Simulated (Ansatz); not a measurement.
**LiF (Griceite, Fm-3m): the cell at rest**

Task: relax LiF (Griceite, Fm-3m) tightly.

Program: Ansatz 0.2.0. Level of theory: DFT LDA, scalar-relativistic, plane waves, norm-conserving pseudopotentials. Results are calculated unless marked as measured.

### Step 1. The starting structure

The structure is cubic, space group Fm-3m (No. 225). Conventional cell: a = 4.028 Å, b = 4.028 Å, c = 4.028 Å, α = 90.00°, β = 90.00°, γ = 90.00°. Nearest to Li lie 6 F at 2.01 Å. Nearest to F lie 6 Li at 2.01 Å. Farther neighbours and most contacts between anions are not listed.

### Step 2. Probe on a coarse mesh

A quick single point on a coarse mesh tells whether the cell has a gap and how far it is from rest, which sets the k mesh and smearing that follow.

File input.yaml:

```yaml
crystal:
  lattice:
    - [0.0, 2.014, 2.014]
    - [2.014, 0.0, 2.014]
    - [2.014, 2.014, 0.0]
  atoms:
    - { symbol: Li, position: [0.0, 0.0, 0.0] }
    - { symbol: F, position: [0.5, 0.5, 0.5] }
kpoints:
  mp_grid: { grid: [8, 8, 8] }
hamiltonian:
  xc: lda
  pseudopotentials: { kind: nc }
scf:
  occupations: { method: gaussian, width: 0.1 }
output:
  forces: true
  stress: true
  eigenvalues: true
```

The run is started by

```sh
ansatz run input.yaml --threads 4 --pin off --max-ram 10240MiB --backend cpu --events-out ev --progress --plain --runs-dir out
```

Numbers of over 12 decimals in the logs are rounded to 6 here.

What it wrote:

```text
Engine: ansatz 0.2.0, x86_64-unknown-linux-gnu
Pseudopotentials: kind: nc
Pseudopotential: Li, nc, valence charge 3, recommended cutoff 1006.821291 eV (normal), Li.nc.azcp (PseudoDojo's, or run here from an input of PseudoDojo's: the run reads no file of this project's for it)
[...]
k-point 0: bands = ["-39.1795", "-19.0085", "0.5007", "0.5007", "0.5007", "9.3650", "23.9981", "23.9981", "23.9981"]
  k-point 1: bands = ["-39.1695", "-18.9479", "0.0583", "0.4653", "0.4653", "9.7922", "20.6942", "22.4053", "22.4053"]
  k-point 2: bands = ["-39.1452", "-18.7957", "-0.8906", "0.3826", "0.3826", "10.5741", "18.0643", "20.6277", "20.6277"]
  k-point 28: bands = ["-39.0919", "-18.3088", "-1.6355", "-1.6355", "-0.3042", "15.1702", "15.1702", "17.5560", "19.4546"]
[key lines of the parts left out:]
SCF converged after 7 iterations
Free energy (F): -866.149243 eV
Fermi energy:    4.933509 eV
P = ⅓ Tr σ = -6.6408 GPa (-66.408 kbar)
```

It took 6.6 s on 4 threads of Intel Xeon Platinum 8488C (Sapphire Rapids), shared host; peak memory 0.38 GiB; 2.2 s of CPU time.

This step gave:

```yaml
pressure: -6.641 GPa
gap_on_the_k_mesh: 8.864 eV
volume_per_atom: 8.169 Å³
direct_gap_on_mesh: 8.864 eV
```

The coarse mesh shows a gap of 8.86 eV and a pressure of -6.6 GPa.

### Step 3. Relaxation

The cell and atoms are relaxed, since residual forces and stress would shift the frequencies.

input.yaml, the sections that differ from step 2:

```yaml
kpoints:
  mp_grid: { grid: [10, 10, 10] }
scf:
  occupations: { method: gaussian, width: 0.02 }
output:
  forces: true
  stress: true
  eigenvalues: true
  write_density: true
  write_potential: true
  elf: true
  volumetric_format: npy
relax:
  adjacent_minimum: "off"
  f_tol: 0.005
  max_steps: 80
  cell: { stress_tol: 0.05 }
# crystal, hamiltonian: as in step 2
```

What it wrote:

```text
[...]
Crystal: 2 atoms, lattice volume = 16.338 Å³
Basis set: ecut = 1142.878222 eV, 1459 PW (Γ)
Bands: 9, of which v1, the nominal top of the filled ones, is band 5 counted from 1 (4 counted from 0)
Symmetry: 48 space group operations
[...]
k-points: 47 of 1000
[...]
SCF iter   1: F=—  HF=-866.363977 eV  |F-HF|=—  |Δ(HF+E_count)|=         —  Δρ=7.43e-2  dr2=3.92e-1  ethr=3.10e-3  ⟨swp⟩=5.0  Hψ=3327  notcnv=0
[...]
SCF iter   7: F=-866.149244 eV  HF=-866.149244 eV  |F-HF|=1.28e-11  |Δ(HF+E_count)|=   1.02e-9  Δρ=1.22e-6  dr2=4.10e-11  ethr=4.33e-11  ⟨swp⟩=4.3  Hψ=1916  notcnv=0
SCF 1 converged in 7 iterations: F = -866.149244 eV  dr2 = 4.10e-11
relax step   1: F+E_penalty+E_count = -866.14924377 eV  Δ(F+E_penalty+E_count) = +0.000e0 eV  max|allowed force component| = 3.396e-28 eV/Å  Δτ_max = 0.0000 Å  P = -6.641 GPa  Ω = 16.338 Å³  (7 SCF iters, dr2 threshold 1.00e-7 eV, accepted)
Crystal: 2 atoms, lattice volume = 15.882 Å³
Basis set: ecut = 1142.878222 eV, 1411 PW (Γ)
[...]
iter 1 solved again at ethr=1.62e-6 eV; its pass at ethr=3.10e-3 eV (dr2=1.62e-4 eV) is discarded
[...]
SCF iter   4: F=-866.165783 eV  HF=-866.165783 eV  |F-HF|=2.13e-9  |Δ(HF+E_count)|=   1.80e-6  Δρ=6.03e-5  dr2=8.21e-8  ethr=2.00e-9  ⟨swp⟩=7.2  Hψ=3001  notcnv=0
SCF 2 converged in 4 iterations: F = -866.165783 eV  dr2 = 8.21e-8
relax step   2: F+E_penalty+E_count = -866.16578279 eV  Δ(F+E_penalty+E_count) = -1.654e-2 eV  max|allowed force component| = 1.944e-28 eV/Å  Δτ_max = 0.0000 Å  P = -4.891 GPa  Ω = 15.882 Å³  energy of the carried Pulay correction = +4.774e-5 eV  (4 SCF iters, dr2 threshold 2.00e-7 eV, accepted)
Crystal: 2 atoms, lattice volume = 14.732 Å³
Basis set: ecut = 1142.878222 eV, 1291 PW (Γ)
[...]
SCF iter   5: F=-866.181445 eV  HF=-866.181445 eV  |F-HF|=2.86e-11  |Δ(HF+E_count)|=   2.39e-8  Δρ=2.48e-6  dr2=1.46e-10  ethr=2.00e-9  ⟨swp⟩=8.7  Hψ=2780  notcnv=0
SCF 3 converged in 5 iterations: F = -866.181445 eV  dr2 = 1.46e-10
relax step   3: F+E_penalty+E_count = -866.18144509 eV  Δ(F+E_penalty+E_count) = -1.566e-2 eV  max|allowed force component| = 2.118e-28 eV/Å  Δτ_max = 0.0000 Å  P = +0.950 GPa  Ω = 14.732 Å³  energy of the carried Pulay correction = +1.742e-4 eV  (5 SCF iters, dr2 threshold 2.00e-7 eV, accepted)
[...]
relax step   4: F+E_penalty+E_count = -866.18189258 eV  Δ(F+E_penalty+E_count) = -4.475e-4 eV  max|allowed force component| = 1.365e-28 eV/Å  Δτ_max = 0.0000 Å  P = +0.012 GPa  Ω = 14.888 Å³  energy of the carried Pulay correction = +1.565e-4 eV  (4 SCF iters, dr2 threshold 2.00e-7 eV, accepted)
[...]
SCF iter   4: F=-866.181827 eV  HF=-866.181827 eV  |F-HF|=1.02e-12  |Δ(HF+E_count)|=  3.62e-10  Δρ=6.30e-7  dr2=6.39e-12  ethr=1.00e-12  ⟨swp⟩=4.2  Hψ=1907  notcnv=0
SCF 5 converged in 4 iterations: F = -866.181827 eV  dr2 = 6.39e-12
relax step   5: F+E_penalty+E_count = -866.18182710 eV  Δ(F+E_penalty+E_count) = +6.548e-5 eV  max|allowed force component| = 2.200e-28 eV/Å  Δτ_max = 0.0000 Å  P = +0.002 GPa  Ω = 14.888 Å³  stress off target by 2.35e-3 GPa  SCF on the basis re-selected at this cell (its energy is not comparable with the rows above)  (4 SCF iters)
basis re-selected at this cell: Δ(F+E_penalty+E_count) = +6.548e-5 eV, ΔP = -0.009 GPa vs the last step (what re-selecting the basis moved, of the pressure what is left beyond the Pulay correction that the steps carried, after the strain that the cell walked since its last selection, with what the two solves' SCF thresholds leave and, on support functions, any second-order correction that the steps lacked; it is no m [...]
SCF converged after 4 iterations
Free energy (F): -866.181827 eV
[...]
Internal energy: -866.181827 eV  (E = F + TS)
E sigma→0 (E₀):  -866.181827 eV
Fermi energy:    6.160487 eV
[...]
--- Stress (GPa, compression-positive) ---
        0.002351      -0.000000      -0.000000
       -0.000000       0.002351      -0.000000
       -0.000000      -0.000000       0.002351
  P = ⅓ Tr σ = 0.0024 GPa (0.024 kbar)
--- Band table (eV; the first three rows and the last of 47) ---
[...]
--- Relaxed structure (4 steps of the walk, 4 accepted, 1 SCFs on fresh bases) ---
  F+E_penalty+E_count = -866.18182710 eV   max|allowed force component| = 2.200e-28 eV/Å   (the final SCF, on the basis selected at the relaxed cell)
  cell:  # Å, volume = 14.8884 Å³
    - [0, 1.952569, 1.952569]
    - [1.952569, 0, 1.952569]
    - [1.952569, 1.952569, 0]
  atoms:
    - { symbol: Li, position: [0, 0, 0] }
    - { symbol: F, position: [0.500000, 0.500000, 0.500000] }
```

It took 1.8 s on 4 threads; peak memory 0.42 GiB; 6.3 s of CPU time.

Step by step:

```
step  energy less that of the first step (eV)  largest force component (eV/Å)  pressure (GPa)  volume (Å³)
   1                                   0.0000                          0.0000           -6.64        16.34
   2                                  -0.0165                          0.0000           -4.89        15.88
   3                                  -0.0322                          0.0000            0.95        14.73
   4                                  -0.0326                          0.0000            0.01        14.89
  5*                                  -0.0326                          0.0000            0.00        14.89
```

Relaxation steps marked * repeat the geometry before them on a plane-wave basis chosen anew for their cell, so energy and pressure can jump there.

Forces are held to the 48 operations that the run works with; a distortion that breaks them can't arise in this run.

```
conventional cell, symmetrised  before  after  change
                         a (Å)   4.028  3.905  -3.1 %
                         b (Å)   4.028  3.905  -3.1 %
                         c (Å)   4.028  3.905  -3.1 %
              volume (Å³/atom)    8.17   7.44  -8.9 %
```

The relaxed structure:

```
Li F
1.0
     0.00000    1.95257    1.95257
     1.95257    0.00000    1.95257
     1.95257    1.95257    0.00000
Li F
1 1
Direct
  0.00000 0.00000 0.00000
  0.50000 0.50000 0.50000
```

This step gave:

- pressure: 0.002351 GPa
- gap on the k-mesh: 9.754 eV
- volume per atom: 7.444 Å³
- direct gap on mesh: 9.754 eV

Valence density in the ac plane of the conventional cell at fractional y = 0.000, with atoms of Li and F within 0.2 Å of it. It is the smooth field of the valence electrons, not physical close to the nuclei.

Ten even steps from '0' (0 e/Å³) to '9' (13 e/Å³), each cell a mean:
```
51000256410003
00000022100000
00000000000000
00000000000000
10000000000001
53000012000014
55100059200026
64100035100025
21000000000002
00000000000000
00000000000000
00000011000000
20000145300001
92000265510005
```
Columns run along a (3.9 Å), rows up along c (3.9 Å), edges of the conventional cell, whose origin can differ from the input's. Atoms in or near the plane, at fractional coordinates: Li at (0.00, 0.00), Li at (0.50, 0.50), F at (0.50, 0.00), F at (0.00, 0.50).

ELF in the ac plane of the conventional cell at fractional y = 0.000, with atoms of Li and F within 0.2 Å of it. It is the smooth field of the valence electrons, not physical close to the nuclei.

Ten even steps from '_' (0.36 × 1e-1) to '@' (9.90 × 1e-1), each cell a mean:
```
@@##..::**%%**++##%%++__--%%
==..__..++##%%%%%%**--____--
________::++**##**==..______
++==::____..::::..____..--++
%%##**::____....______==**%%
##%%##==__..##%%++__..**%%##
::##%%++__==@@@@%%..::##%%++
++##%%++__--%%@@##..::**%%**
%%%%**--____--==..__..++##%%
##**==..______________::++**
::..____..--++++==::____..::
..______==**%%%%##**::____..
%%++__..**%%####%%##==__..##
@@%%..::##%%++::##%%++__==@@
```
Columns run along a (3.9 Å), rows up along c (3.9 Å), edges of the conventional cell, whose origin can differ from the input's. Atoms in or near the plane, at fractional coordinates: Li at (0.00, 0.00), Li at (0.50, 0.50), F at (0.50, 0.00), F at (0.00, 0.50).

Electrostatic potential energy in the ac plane of the conventional cell at fractional y = 0.000, with atoms of Li and F within 0.2 Å of it. With pseudopotentials it is smooth inside the atoms' cores, unlike the true potential.

Ten even steps from '_' (-106 eV) to '@' (8 eV), each cell a mean:
```
##%%@@@@@@%%--..++@@@@@@%%##
%%@@@@@@@@@@%%##%%@@@@@@@@%%
@@@@@@@@@@@@@@@@@@@@@@@@@@@@
@@@@@@@@@@@@@@@@@@@@@@@@@@@@
%%@@@@@@@@@@@@@@@@@@@@@@@@@@
--**@@@@@@@@%%##%%@@@@@@%%++
__--%%@@@@%%##**##@@@@@@##..
..++@@@@@@%%####%%@@@@@@%%--
##%%@@@@@@@@%%%%@@@@@@@@@@%%
@@@@@@@@@@@@@@@@@@@@@@@@@@@@
@@@@@@@@@@@@@@@@@@@@@@@@@@@@
@@@@@@@@@@@@@@%%@@@@@@@@@@@@
##%%@@@@@@%%++--**@@@@@@@@%%
**##@@@@@@##..__--%%@@@@%%##
```
Columns run along a (3.9 Å; values clipped at the 3rd and 97th percentile), rows up along c (3.9 Å), edges of the conventional cell, whose origin can differ from the input's. Atoms in or near the plane, at fractional coordinates: Li at (0.00, 0.00), Li at (0.50, 0.50), F at (0.50, 0.00), F at (0.00, 0.50).

In this step the volume went from 8.17 to 7.44 Å³/atom.

### Step 4. Bringing the structure to rest

The relaxation is repeated from its end on the same settings, as a check that it has come to rest.

input.yaml, the sections that differ from step 3:

```yaml
crystal:
  lattice:
    - [0.0, 1.95256947, 1.95256947]
    - [1.95256947, 0.0, 1.95256947]
    - [1.95256947, 1.95256947, 0.0]
  atoms:
    - { symbol: Li, position: [0.0, 0.0, 0.0] }
    - { symbol: F, position: [0.5, 0.5, 0.5] }
output:
  forces: true
  stress: true
  eigenvalues: true
# kpoints, hamiltonian, scf, relax: as in step 3
```

What it wrote:

```text
[...]
Crystal: 2 atoms, lattice volume = 14.888 Å³
Basis set: ecut = 1142.878222 eV, 1291 PW (Γ)
Bands: 9, of which v1, the nominal top of the filled ones, is band 5 counted from 1 (4 counted from 0)
[... 1 set-up line as in the run before ...]
[...]
k-points: 47 of 1000
[...]
P = ⅓ Tr σ = 0.0024 GPa (0.024 kbar)
--- Band table (eV; the first three rows and the last of 47) ---
[...]
--- Relaxed structure (1 steps of the walk, 1 accepted, 1 SCFs on fresh bases) ---
[...]
cell:  # Å, volume = 14.8884 Å³
    - [0.0, 1.95256947, 1.95256947]
    - [1.95256947, 0.0, 1.95256947]
    - [1.95256947, 1.95256947, 0.0]
  atoms:
    - { symbol: Li, position: [0.0, 0.0, 0.0] }
    - { symbol: F, position: [0.500000, 0.500000, 0.500000] }
[key lines of the parts left out:]
SCF converged after 2 iterations
Free energy (F): -866.181827 eV
Fermi energy:    6.160486 eV
```

Wall time 0.77 s (4 threads); peak memory 0.42 GiB.

Little changed from the start: no atom moved by 0.005 Å and no cell edge by 0.1 %.

This step gave:

| Property | Result |
| --- | --- |
| pressure | 0.002354 GPa |
| gap on the k-mesh | 9.753 eV |
| direct gap on mesh | 9.753 eV |

In this step the volume went from 7.44 to 7.44 Å³/atom.

### Step 5. Relaxing to small forces for the phonons

Phonons need a cell at rest on their own settings, so the relaxation is repeated with tight tolerances on forces and stress, using the mesh and the filling of the phonon run that follows.

input.yaml, the sections that differ from step 4:

```yaml
kpoints:
  mp_grid: { grid: [12, 12, 12] }
scf:
  occupations: { method: fixed }
relax:
  adjacent_minimum: "off"
  f_tol: 0.001
  max_steps: 60
  cell: { stress_tol: 0.01 }
# crystal, hamiltonian, output: as in step 4
```

What it wrote:

```text
[...]
Crystal: 2 atoms, lattice volume = 14.888 Å³
Basis set: ecut = 1142.878222 eV, 1291 PW (Γ)
Bands: 9, of which v1, the nominal top of the filled ones, is band 5 counted from 1 (4 counted from 0)
[... 1 set-up line as in the run before ...]
[...]
k-points: 72 of 1728
[...]
P = ⅓ Tr σ = 0.0023 GPa (0.023 kbar)
--- Band table (eV; the first three rows and the last of 72) ---
[...]
--- Relaxed structure (1 steps of the walk, 1 accepted, 1 SCFs on fresh bases) ---
[...]
cell:  # Å, volume = 14.8884 Å³
    - [0.0, 1.95256947, 1.95256947]
    - [1.95256947, 0.0, 1.95256947]
    - [1.95256947, 1.95256947, 0.0]
  atoms:
    - { symbol: Li, position: [0.0, 0.0, 0.0] }
    - { symbol: F, position: [0.500000, 0.500000, 0.500000] }
[key lines of the parts left out:]
SCF converged after 4 iterations
Free energy (F): -866.181827 eV
Fermi energy:    1.284821 eV
```

It took 0.96 s on 4 threads; peak memory 0.43 GiB; 3.3 s of CPU time.

Little changed from the start: no atom moved by 0.005 Å and no cell edge by 0.1 %.

This step gave:

- pressure: 0.002349 GPa
- gap on the k-mesh: 9.752 eV
- direct gap on mesh: 9.754 eV

The forces vanish by symmetry and the pressure is 0.002 GPa, within the tolerances set. The cell now holds 7.44 Å³/atom.

### Step 6. Summary of results

| Quantity | Value |
| --- | --- |
| space group after relaxation (within 0.01 Å) | Fm-3m |
| lattice constant a | 3.905 Å |
| lattice constant b | 3.905 Å |
| lattice constant c | 3.905 Å |
| volume per atom | 7.44 Å³ |
| gap on the k-mesh | 9.75 eV |

**Reading.** The forces vanish by symmetry and the pressure is 0.002 GPa, within the tolerances set. The cell now holds 7.44 Å³/atom. The relaxation keeps the symmetry of its start, so it says nothing on stability against lower symmetry.

[Logs are printed without paths, hosts, clocks, repeated set-up lines and the standing remarks that a program may print on its own settings, such as how far it seeks lower states.]

[Hosts, paths, dates, database ids (printed as entryN), source tags and the programs' standing remarks are cut or masked in the printed files.]
